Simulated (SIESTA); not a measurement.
Here is a SIESTA 5.4.2 calculation.

The input SnSe.fdf:

```
SystemName                      SnSe
SystemLabel                     SnSe
NumberOfSpecies                 2
NumberOfAtoms                   2
%block ChemicalSpeciesLabel
  1  50 Sn
  2  34 Se
%endblock ChemicalSpeciesLabel

LatticeConstant                 1.0 Ang
%block LatticeVectors
     0.0000000000     3.0100000000     3.0100000000
     3.0100000000     0.0000000000     3.0100000000
     3.0100000000     3.0100000000     0.0000000000
%endblock LatticeVectors
AtomicCoordinatesFormat         Fractional
%block AtomicCoordinatesAndAtomicSpecies
     0.0000000000     0.0000000000     0.0000000000  1  Sn
     0.5000000000     0.5000000000     0.5000000000  2  Se
%endblock AtomicCoordinatesAndAtomicSpecies

%block kgrid.MonkhorstPack
    8   0   0  0.0
    0   8   0  0.0
    0   0   8  0.0
%endblock kgrid.MonkhorstPack
XC.Functional                   GGA
XC.Authors                      AM05
PAO.BasisSize                   DZP
PAO.EnergyShift                 0.003 Ry
Mesh.Cutoff                     500 Ry
OccupationFunction              FD
ElectronicTemperature           0.05 eV
MaxSCFIterations                120
SCF.MustConverge                false
SCF.Mixer.Method                Pulay
SCF.Mixer.Weight                0.25
SCF.Mixer.History               8
SCF.DM.Tolerance                5.0e-05
SCF.H.Tolerance                 1.0e-03 eV
WriteForces                     true
Charge.Mulliken                 end
BandLinesScale                  ReciprocalLatticeVectors
%block BandLines
    1    0.000000   0.000000   0.000000  \Gamma
   12    0.500000   0.000000   0.500000  X
    6    0.500000   0.250000   0.750000  W
    4    0.375000   0.375000   0.750000  K
   13    0.000000   0.000000   0.000000  \Gamma
   11    0.500000   0.500000   0.500000  L
    8    0.625000   0.250000   0.625000  U
    4    0.500000   0.250000   0.750000  W
    9    0.500000   0.500000   0.500000  L
    8    0.375000   0.375000   0.750000  K
    1    0.625000   0.250000   0.625000  U
    4    0.500000   0.000000   0.500000  X
%endblock BandLines
%block PAO.Basis
  Sn 4
  n=5 0 2
    6.406 0.000
  n=5 1 2
    8.616 0.000
  n=4 2 2
    3.767 0.000
  n=5 2 1
    8.616
  Se 4
  n=4 0 2
    5.129 0.000
  n=4 1 2
    6.695 0.000
  n=3 2 2
    2.662 0.000
  n=4 2 1
    6.695
%endblock PAO.Basis
```

Potentials or basis: PseudoDojo 0.4 standard (PBEsol files), DZP (energy shift 0.003 Ry; two zetas on semicore shells).

Run with:

```sh
$ siesta SnSe.fdf > SnSe.out 2>&1
```

**Question.** Predict the pressure.

**Answer.** 0.0 GPa.

**Question.** What does it give for the band gap along the path?

**Answer.** 0.02 eV, direct.

Levels at the corners of the path, in eV from the valence-band top:
```csv
point,band 11,band 12,band 13,band 14,band 15,band 16,band 17,band 18,band 19,band 20
Γ,-14.10,-5.33,-2.37,-2.37,-2.37,4.10,4.10,4.10,6.19,6.19
X,-12.88,-6.24,-5.73,-3.85,-3.85,3.17,5.24,5.24,5.82,11.55
W,-12.86,-7.15,-4.94,-4.94,-1.02,1.38,4.74,4.74,7.29,7.29
K,-12.89,-7.25,-5.31,-3.37,-2.68,3.20,3.49,5.22,5.40,10.11
Γ,-14.10,-5.33,-2.37,-2.37,-2.37,4.10,4.10,4.10,6.19,6.19
L,-13.17,-8.31,-2.16,-2.16,-0.17,0.35,1.18,1.18,8.33,10.82
U,-12.89,-7.25,-5.31,-3.37,-2.68,3.20,3.49,5.22,5.40,10.11
W,-12.86,-7.15,-4.94,-4.94,-1.02,1.38,4.74,4.74,7.29,7.29
L,-13.17,-8.31,-2.16,-2.16,-0.17,0.35,1.18,1.18,8.33,10.82
K,-12.89,-7.25,-5.31,-3.37,-2.68,3.20,3.49,5.22,5.40,10.11
U,-12.89,-7.25,-5.31,-3.37,-2.68,3.20,3.49,5.22,5.40,10.11
X,-12.88,-6.24,-5.73,-3.85,-3.85,3.17,5.24,5.24,5.82,11.55
```

Caveat: the potentials were made for another functional, which shifts forces and pressure; spin-orbit coupling is left out, which moves the levels of the heavy elements; the basis of atomic orbitals isn't converged, which shifts pressures, moduli and gaps.
